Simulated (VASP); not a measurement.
# ZnSe (F-43m) in VASP: band structure with TB-mBJ

Aim: the band structure of ZnSe with TB-mBJ.

All numbers are computed with VASP 6.6.1; they aren't measurements. Logs are shortened: lines on timing, memory, paths and dates and some standing lists are left out, and cuts for length are marked.

**Experimental background.**

“Alloy Disordering Effects on the Thermal Conductivity and Energy Gap Temperature Dependence of Cd1−xZnxSe Ternary Crystals Grown by the Bridgman Method”, 2023, pmc:10253836 reports, for a bulk crystal of ZnSe at 300 K: band gap 2.695 ± 0.003 eV (an exciton energy, a little under the gap).

The runs below are set against these values where they give the same quantity.

## 1. Starting point

It takes space group F-43m (No. 216, cubic). Conventional cell: a = 5.740 Å, b = 5.740 Å, c = 5.740 Å, α = 90.00°, β = 90.00°, γ = 90.00°. Zn (site symmetry -43m) is surrounded by 4 Se at 2.49 Å. Se (site symmetry -43m) is surrounded by 4 Zn at 2.49 Å.

## 2. Band structure, TB-mBJ

The input, POSCAR:

```
ZnSe                                    
1.0
    0.0000000000      2.8698678266      2.8698678266
    2.8698678266      0.0000000000      2.8698678266
    2.8698678266      2.8698678266      0.0000000000
  Zn              Se            
     1     1
Direct
     0.0000000000000000    0.0000000000000000    0.0000000000000000
     0.2500000000000000    0.2500000000000000    0.2500000000000000
```

The input, INCAR.step1:

```
SYSTEM = ZnSe
  ALGO = Normal
  EDIFF = 1E-5
  ENCUT = 520
  GGA = PE
  ISIF = 2
  ISMEAR = 0
  LASPH = .True.
  LCHARG = .False.
  LREAL = .False.
  LWAVE = .True.
  NELM = 100
  PREC = Accurate
  SIGMA = 0.02
```

The input, INCAR.step2:

```
SYSTEM = ZnSe
  ALGO = Normal
  EDIFF = 1E-7
  ENCUT = 520
  ISIF = 2
  ISMEAR = 0
  ISTART = 1
  LASPH = .True.
  LCHARG = .False.
  LREAL = .False.
  LWAVE = .False.
  METAGGA = MBJ
  NELM = 100
  PREC = Accurate
  SIGMA = 0.02
```

The input, KPOINTS:

```
k-points
0
Gamma
  10 10 10
  0 0 0
```

The input, KPOINTS_OPT:

```
path GXWKGLUWLK,UX
15
line-mode
reciprocal
 0.0000000000  0.0000000000  0.0000000000  G
 0.5000000000  0.0000000000  0.5000000000  X

 0.5000000000  0.0000000000  0.5000000000  X
 0.5000000000  0.2500000000  0.7500000000  W

 0.5000000000  0.2500000000  0.7500000000  W
 0.3750000000  0.3750000000  0.7500000000  K

 0.3750000000  0.3750000000  0.7500000000  K
 0.0000000000  0.0000000000  0.0000000000  G

 0.0000000000  0.0000000000  0.0000000000  G
 0.5000000000  0.5000000000  0.5000000000  L

 0.5000000000  0.5000000000  0.5000000000  L
 0.6250000000  0.2500000000  0.6250000000  U

 0.6250000000  0.2500000000  0.6250000000  U
 0.5000000000  0.2500000000  0.7500000000  W

 0.5000000000  0.2500000000  0.7500000000  W
 0.5000000000  0.5000000000  0.5000000000  L

 0.5000000000  0.5000000000  0.5000000000  L
 0.3750000000  0.3750000000  0.7500000000  K

 0.6250000000  0.2500000000  0.6250000000  U
 0.5000000000  0.0000000000  0.5000000000  X
```

Potentials or basis: VASP PAW PBE potentials, release 64 (Zn, Se).

The run is started by

```
> cat potpaw_PBE.64/Zn/POTCAR potpaw_PBE.64/Se/POTCAR > POTCAR
> cp INCAR.step1 INCAR
> mpirun -np 1 vasp_std > vasp.out
> cp INCAR.step2 INCAR
> mpirun -np 1 vasp_std > vasp.out
```

OUTCAR:

```text
SYSTEM = ZnSe
   EDIFF = 1E-7
   ENCUT = 520
   ISIF = 2
   ISMEAR = 0
   ISTART = 1
   LASPH = .True.
   LREAL = .False.
   METAGGA = MBJ
   NELM = 100
   PREC = Accurate

 ion  position               nearest neighbor table
   1  0.000  0.000  0.000-   2 2.49   2 2.49   2 2.49   2 2.49
   2  0.250  0.250  0.250-   1 2.49   1 2.49   1 2.49   1 2.49

  LATTYP: Found a face centered cubic cell.
 ALAT       =     5.7397356532

  Lattice vectors:

 A1 = (   0.0000000000,   2.8698678266,   2.8698678266)
 A2 = (   2.8698678266,   0.0000000000,   2.8698678266)
 A3 = (   2.8698678266,   2.8698678266,   0.0000000000)

Analysis of symmetry for initial positions (statically):
=====================================================================
 Subroutine PRICEL returns:
 Original cell was already a primitive cell.

 Routine SETGRP: Setting up the symmetry group for a
 face centered cubic supercell.

 Subroutine GETGRP returns: Found 24 space group operations
 (whereof 24 operations were pure point group operations)
 out of a pool of 48 trial point group operations.

The static configuration has the point symmetry T_d .

Analysis of symmetry for dynamics (positions and initial velocities):
=====================================================================
 Subroutine PRICEL returns:
 Original cell was already a primitive cell.

 Routine SETGRP: Setting up the symmetry group for a
 face centered cubic supercell.

 Subroutine GETGRP returns: Found 24 space group operations
 (whereof 24 operations were pure point group operations)
 out of a pool of 48 trial point group operations.

The dynamic configuration has the point symmetry T_d .

 Subroutine INISYM returns: Found 24 space group operations
 (whereof 24 operations are pure point group operations),
 and found     1 'primitive' translations

----------------------------------------------------------------------------------------

                                     Primitive cell

  volume of cell :      47.2733

  direct lattice vectors                    reciprocal lattice vectors
     0.000000000  2.869867827  2.869867827    -0.174224051  0.174224051  0.174224051
     2.869867827  0.000000000  2.869867827     0.174224051 -0.174224051  0.174224051
     2.869867827  2.869867827  0.000000000     0.174224051  0.174224051 -0.174224051

  length of vectors
     4.058606003  4.058606003  4.058606003     0.301764909  0.301764909  0.301764909

  position of ions in fractional coordinates (direct lattice)
     0.000000000  0.000000000  0.000000000
     0.250000000  0.250000000  0.250000000

  ion indices of the primitive-cell ions
   primitive index   ion index
                 1           1
                 2           2

----------------------------------------------------------------------------------------

 KPOINTS: k-points

Automatic generation of k-mesh.
 Grid dimensions read from file:
 generate k-points for:   10   10   10

 Generating k-lattice:

  Cartesian coordinates                     Fractional coordinates (reciprocal lattice)
    -0.017422405  0.017422405  0.017422405     0.100000000  0.000000000  0.000000000
     0.017422405 -0.017422405  0.017422405     0.000000000  0.100000000  0.000000000
     0.017422405  0.017422405 -0.017422405     0.000000000  0.000000000  0.100000000

  Length of vectors
     0.030176491  0.030176491  0.030176491

  Shift w.r.t. Gamma in fractional coordinates (k-lattice)
     0.000000000  0.000000000  0.000000000

 Subroutine IBZKPT returns following result:
 ===========================================

 Found     47 irreducible k-points:

 Following reciprocal coordinates:
            Coordinates               Weight
  0.000000  0.000000  0.000000      1.000000
  0.100000  0.000000  0.000000      8.000000
  0.200000  0.000000  0.000000      8.000000
  0.300000  0.000000  0.000000      8.000000
  0.400000  0.000000  0.000000      8.000000
  0.500000  0.000000  0.000000      4.000000
[... 16 lines left out ...]
  0.300000  0.300000  0.000000      6.000000
  0.400000  0.300000  0.000000     24.000000
 [... further k-points ...]
   k-points           NKPTS =     47   k-points in BZ     NKDIM =     47   number of bands    NBANDS=     13
   number of dos      NEDOS =    301   number of ions     NIONS =      2
   total plane-waves  NPLWV =  27000
   dimension x,y,z NGX =    30 NGY =   30 NGZ =   30
   dimension x,y,z NGXF=    60 NGYF=   60 NGZF=   60
   ions per type =               1   1
   NGX,Y,Z   is equivalent  to a cutoff of  12.29, 12.29, 12.29 a.u.
   NGXF,Y,Z  is equivalent  to a cutoff of  24.58, 24.58, 24.58 a.u.
 SYSTEM =  ZnSe
   PREC   = accura    normal or accurate (medium, high low for compatibility)
   ISTART =      1    job   : 0-new  1-cont  2-samecut
   ICHARG =      0    charge: 1-file 2-atom 10-const
   ISPIN  =      1    spin polarized calculation?
   LNONCOLLINEAR =      F non collinear calculations
   LSORBIT =      F    spin-orbit coupling
   LASPH  =      T    aspherical Exc in radial PAW
   ENCUT  =  520.0 eV  38.22 Ry    6.18 a.u.   7.55  7.55  7.55*2*pi/ulx,y,z
   NELM   =    100;   NELMIN=  2; NELMDL=  0     # of ELM steps
   EDIFF  = 0.1E-06   stopping-criterion for ELM
   LREAL  =      F    real-space projection
   EDIFFG = 0.1E-05   stopping-criterion for IOM
   NSW    =      0    number of steps for IOM
   IBRION =     -1    ionic relax: 0-MD 1-quasi-New 2-CG
   NFREE  =      0    steps in history (QN), initial steepest desc. (CG)
   ISIF   =      2    stress and relaxation
   ISYM   =      2    0-nonsym 1-usesym 2-fastsym
   POTIM  = 0.5000    time-step for ionic-motion
   TEBEG  =    0.0;   TEEND  =   0.0 temperature during run
   PSTRESS=    0.0 pullay stress
   NELECT =      18.0000    total number of electrons
   NUPDOWN=      -1.0000    fix difference up-down
   EMIN   =  10.00;   EMAX   =-10.00  energy-range for DOS
   EFERMI =   0.00;   METHOD = LEGACY
   ISMEAR =     0;   SIGMA  =   0.02  broadening in eV -4-tet -1-fermi 0-gaus
   EFERMI_NEDOS =   21; number of points for ismear=-14 and -15
   IALGO  =     38    algorithm
   IMIX   =      4    mixing-type and parameters
     AMIX     =   0.40;   BMIX     =  1.00
     AMIX_MAG =   1.60;   BMIX_MAG =  1.00
  volume/ion in A,a.u.               =      23.64       159.51
  Fermi-wavevector in a.u.,A,eV,Ry     =   1.186571  2.242294 19.156336  1.407951
  Thomas-Fermi vector in A             =   2.322741
   LORBIT       =      0    0 simple, 1 ext, 2 COOP (PROOUT), +10 PAW based schemes
   METAGGA = MBJ    functional components
   LHFCALC =     F    Hartree Fock is set to
   AEXX    =    0.0000 exact exchange contribution
   IVDW    =     0    specifies the selected vdW correction
   LEPSILON=     F    determine dielectric tensor
   LRPA    =     F    only Hartree local field effects (RPA)
 non-spin polarized calculation
 Gauss-broadening in eV      SIGMA  =   0.02
  energy-cutoff  :      520.00
  volume of cell :       47.27
 maximum number of plane-waves:      1295
   NGX = 15   NGY = 15   NGZ = 15

 number of electron      18.0000016 magnetization

 Free energy of the ion-electron system (eV)
  ---------------------------------------------------
  ext. energy  EPLUGINS =         0.00000000
  ---------------------------------------------------
  free energy    TOTEN  =       224.18178373 eV

  energy without entropy =      224.18178373  energy(sigma->0) =      224.18178373

 E-fermi :   1.6185     XC(G=0):  -8.2212

 val. band max:        1.5305876987   @ k =   0.0000   0.0000   0.0000
 cond. band min:       4.1575575652   @ k =   0.0000   0.0000   0.0000
 fundamental gap:      2.6269698665
 Fermi energy:         1.6184974988

 k-point     1 :       0.0000    0.0000    0.0000
  band No.  band energies     occupation
      1     -11.2120      2.00000
      2      -4.5650      2.00000
      3      -4.5650      2.00000
      4      -4.5642      2.00000
      5      -4.1587      2.00000
      6      -4.1587      2.00000
      7       1.5301      2.00000
      8       1.5301      2.00000
      9       1.5306      2.00000
     10       4.1576      0.00000
     11       8.2024      0.00000
     12       8.2024      0.00000
     13       8.2095      0.00000

 k-point     2 :       0.1000    0.0000    0.0000
  band No.  band energies     occupation
      1     -11.1558      2.00000
      2      -4.5554      2.00000
      3      -4.5553      2.00000
      4      -4.5546      2.00000
      5      -4.1596      2.00000
      6      -4.1596      2.00000
      7       0.8501      2.00000
      8       1.4492      2.00000
      9       1.4498      2.00000
     10       4.7023      0.00000
     11       8.1306      0.00000
     12       8.3594      0.00000
     13       8.3656      0.00000

 k-point     3 :       0.2000    0.0000    0.0000
  band No.  band energies     occupation
      1     -11.0023      2.00000
      2      -4.5312      2.00000
      3      -4.5308      2.00000
      4      -4.5136      2.00000
      5      -4.1606      2.00000
      6      -4.1605      2.00000
      7      -0.3747      2.00000
      8       1.2516      2.00000
      9       1.2526      2.00000
     10       5.3214      0.00000
     11       8.4316      0.00000
     12       8.6700      0.00000
     13       8.6758      0.00000

 k-point     4 :       0.3000    0.0000    0.0000
  band No.  band energies     occupation
      1     -10.7982      2.00000
      2      -4.5033      2.00000
      3      -4.5032      2.00000
      4      -4.4092      2.00000
      5      -4.1583      2.00000
      6      -4.1580      2.00000
      7      -1.5665      2.00000
      8       1.0296      2.00000
      9       1.0311      2.00000
     10       5.3943      0.00000
     11       8.7927      0.00000
     12       8.7973      0.00000
     13       9.4903      0.00000

 k-point     5 :       0.4000    0.0000    0.0000
  band No.  band energies     occupation
      1     -10.6192      2.00000
      2      -4.4833      2.00000
      3      -4.4833      2.00000
      4      -4.2151      2.00000
      5      -4.1529      2.00000
      6      -4.1525      2.00000
      7      -2.5140      2.00000
      8       0.8639      2.00000
      9       0.8657      2.00000
     10       5.2796      0.00000
     11       8.7099      0.00000
     12       8.7136      0.00000
     13      10.6568      0.00000
[... 257 lines left out ...]
 k-point    22 :      -0.2000    0.2000    0.0000
  band No.  band energies     occupation
      1     -10.7286      2.00000
      2      -4.4899      2.00000
      3      -4.4767      2.00000
      4      -4.3977      2.00000
      5      -4.1730      2.00000
      6      -4.1436      2.00000
      7      -1.4231      2.00000
      8      -0.0313      2.00000
      9       1.0577      2.00000
     10       6.4166      0.00000
     11       8.4330      0.00000
     12       8.9025      0.00000
     13       9.1474      0.00000

 k-point    23 :       0.3000    0.3000    0.0000
  band No.  band energies     occupation
      1     -10.6596      2.00000
      2      -4.4933      2.00000
      3      -4.4285      2.00000
      4      -4.4281      2.00000
      5      -4.1774      2.00000
      6      -4.1310      2.00000
      7      -1.3384      2.00000
      8       0.2250      2.00000
      9       0.2259      2.00000
     10       6.1714      0.00000
     11       6.4749      0.00000
     12      10.7396      0.00000
     13      10.9972      0.00000

 k-point    24 :       0.4000    0.3000    0.0000
  band No.  band energies     occupation
      1     -10.5177      2.00000
      2      -4.4594      2.00000
      3      -4.3979      2.00000
      4      -4.3731      2.00000
      5      -4.1436      2.00000
      6      -4.1276      2.00000
      7      -1.8716      2.00000
      8      -0.1300      2.00000
      9       0.0434      2.00000
     10       6.0908      0.00000
     11       6.5854      0.00000
     12      10.5101      0.00000
     13      11.4080      0.00000

 [... further k-points ...]

------------------------ aborting loop because EDIFF is reached ----------------------------------------

  FORCE on cell =-STRESS in cart. coord.  units (eV):
  Direction    XX          YY          ZZ          XY          YZ          ZX
  --------------------------------------------------------------------------------------
  -------------------------------------------------------------------------------------
  Total      -83.0296056    -83.0296056    -83.0296056     -0.0000000     -0.0000000     -0.0000000
  in kB    -2814.0245052  -2814.0245052  -2814.0245052     -0.0000000     -0.0000000     -0.0000000
  external PRESSURE =   -2814.0245052 kB  Pullay stress =       0.0000000 kB

 VOLUME and BASIS-vectors are now :
 -----------------------------------------------------------------------------
  energy-cutoff  :      520.00
  volume of cell :       47.27
      direct lattice vectors                 reciprocal lattice vectors
     0.000000000  2.869867827  2.869867827    -0.174224051  0.174224051  0.174224051
     2.869867827  0.000000000  2.869867827     0.174224051 -0.174224051  0.174224051
     2.869867827  2.869867827  0.000000000     0.174224051  0.174224051 -0.174224051

 POSITION                                       TOTAL-FORCE (eV/Angst)
 -----------------------------------------------------------------------------------
      0.00000      0.00000      0.00000        -0.000000     -0.000000     -0.000000
      1.43493      1.43493      1.43493         0.000000      0.000000      0.000000
 -----------------------------------------------------------------------------------
    total drift:                                0.000450      0.000450      0.000450

  FREE ENERGIE OF THE ION-ELECTRON SYSTEM (eV)
  ---------------------------------------------------
  free  energy   TOTEN  =       224.1817837314 eV

  energy  without entropy=      224.1817837314  energy(sigma->0) =      224.18178373
```

It took 79 s on 1 thread of Intel Xeon 6975P-C (Granite Rapids), shared host; peak memory 0.21 GiB.

What came out:

```
Band gap on the k mesh  : 2.63 eV, direct
Band gap along the path : 2.63 eV, direct
```

Levels at the corners of the path, in eV from the valence-band top:
```csv
point,band 5,band 6,band 7,band 8,band 9,band 10,band 11,band 12,band 13
Γ,-5.69,-5.69,0.00,0.00,0.00,2.63,6.67,6.67,6.68
X,-5.65,-5.56,-4.06,-1.86,-1.86,4.03,4.40,11.50,12.17
X,-5.65,-5.56,-4.06,-1.86,-1.86,4.03,4.40,11.50,12.17
W,-5.71,-5.47,-3.95,-2.36,-2.20,6.19,6.29,7.93,8.41
W,-5.71,-5.47,-3.95,-2.36,-2.20,6.19,6.29,7.93,8.41
K,-5.67,-5.50,-3.99,-2.61,-1.51,4.57,6.34,9.67,9.93
K,-5.67,-5.50,-3.99,-2.61,-1.51,4.57,6.34,9.67,9.93
Γ,-5.69,-5.69,0.00,0.00,0.00,2.63,6.67,6.67,6.68
Γ,-5.69,-5.69,0.00,0.00,0.00,2.63,6.67,6.67,6.68
L,-5.68,-5.59,-4.47,-0.73,-0.73,3.70,7.12,7.12,9.56
L,-5.68,-5.59,-4.47,-0.73,-0.73,3.70,7.12,7.12,9.56
U,-5.67,-5.50,-3.99,-2.61,-1.51,4.57,6.34,9.67,9.93
U,-5.67,-5.50,-3.99,-2.61,-1.51,4.57,6.34,9.67,9.93
W,-5.71,-5.47,-3.95,-2.36,-2.20,6.19,6.29,7.93,8.41
W,-5.71,-5.47,-3.95,-2.36,-2.20,6.19,6.29,7.93,8.41
L,-5.68,-5.59,-4.47,-0.73,-0.73,3.70,7.12,7.12,9.56
L,-5.68,-5.59,-4.47,-0.73,-0.73,3.70,7.12,7.12,9.56
K,-5.67,-5.50,-3.99,-2.61,-1.51,4.57,6.34,9.67,9.93
U,-5.67,-5.50,-3.99,-2.61,-1.51,4.57,6.34,9.67,9.93
X,-5.65,-5.56,-4.06,-1.86,-1.86,4.03,4.40,11.50,12.17
```

Caveat: the PAW data sets were made with another functional, which shifts forces and pressure a little.

## 3. How close it comes

Step 2. A measured gap of ZnSe is 2.695 eV (an exciton energy, a little under the gap; 300 K; “Alloy Disordering Effects on the Thermal Conductivity and Energy Gap Temperature Dependence of Cd1−xZnxSe Ternary Crystals Grown by the Bridgman Method”, 2023, pmc:10253836); the calculated 2.63 eV misses it by -0.07 eV. Spin-orbit coupling on Se is left out. The value is that of TB-mBJ, without temperature or zero-point motion.
